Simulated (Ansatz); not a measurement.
The system is TiO2.

```
Ti O
1.0
     9.45900    0.00000    0.00000
     0.00000    2.95850    0.00000
     0.00000    0.00000    4.90220
Ti O
4 8
Cartesian
  6.0244 0.7396 2.7679
  3.4346 2.2189 2.1343
  8.1641 2.2189 0.3168
  1.2949 0.7396 4.5854
  4.4684 0.7396 1.4295
  4.9906 2.2189 3.4727
  0.2611 2.2189 3.8806
  9.1979 0.7396 1.0216
  7.2484 0.7396 4.2330
  2.2106 2.2189 0.6692
  6.9401 2.2189 1.7819
  2.5189 0.7396 3.1203
```

Measurements of this composition are mostly on another form, of space group No. 141.

```yaml
Program: Ansatz 0.2.0
Task: single point
Functional: PBE
Potentials_or_basis: Ansatz PAW
Cutoff: "420 eV (not typed: the program's choice for these potentials)"
k_mesh: 3 × 9 × 6
Occupations: fermi-dirac, width 0.05 eV
Spin: no spin polarisation
```

On this cell: pressure 1.5 GPa; largest force 0.331 eV/Å; band gap on the k mesh 2.48 eV, indirect (least direct gap 2.53 eV).

The same run follows on a disturbed copy (atoms moved at random, drawn with an rms of 0.05 Å):

```
CELL_PARAMETERS angstrom
9.45900 0.00000 0.00000
0.00000 2.95850 0.00000
0.00000 0.00000 4.90220
ATOMIC_POSITIONS crystal
Ti 0.63841 0.25705 0.56715
Ti 0.36037 0.74692 0.44912
Ti 0.86177 0.72494 0.06448
Ti 0.13385 0.24657 0.93723
O 0.47362 0.26196 0.29385
O 0.52883 0.74329 0.71758
O 0.02565 0.72645 0.79133
O 0.97233 0.22905 0.21516
O 0.76388 0.24123 0.87545
O 0.23955 0.74913 0.13339
O 0.73166 0.74096 0.36920
O 0.26554 0.26027 0.63668
```

Task: What does the disturbed cell give?

Result: The energy moves by +14.0 meV/atom; pressure 0.5 GPa; largest force 1.642 eV/Å; band gap on the k mesh 2.35 eV, indirect (least direct gap 2.36 eV).

Forces in eV/Å, atoms in the order of the input:
```
Ti  -1.233 -0.019 -0.010
Ti   1.287  0.005 -1.019
Ti   0.069  0.041  0.652
Ti   0.455 -0.135  0.454
O   -0.309 -0.244  0.915
O    0.045  0.177 -0.511
O    0.099  0.434  0.376
O   -0.060  0.201 -0.618
O    0.287 -0.136 -0.082
O   -0.758 -0.137 -0.205
O    0.495  0.054 -0.255
O   -0.377 -0.242  0.302
```

Stress tensor (GPa, compression positive):
```
-0.19 -0.12 -0.85
-0.12  1.64  0.19
-0.85  0.19 -0.07
```

Caveats: odd divisions of the mesh miss points on the zone boundary, where band edges often lie, so the gap on the mesh can be too wide.

A k mesh can miss the band edges.
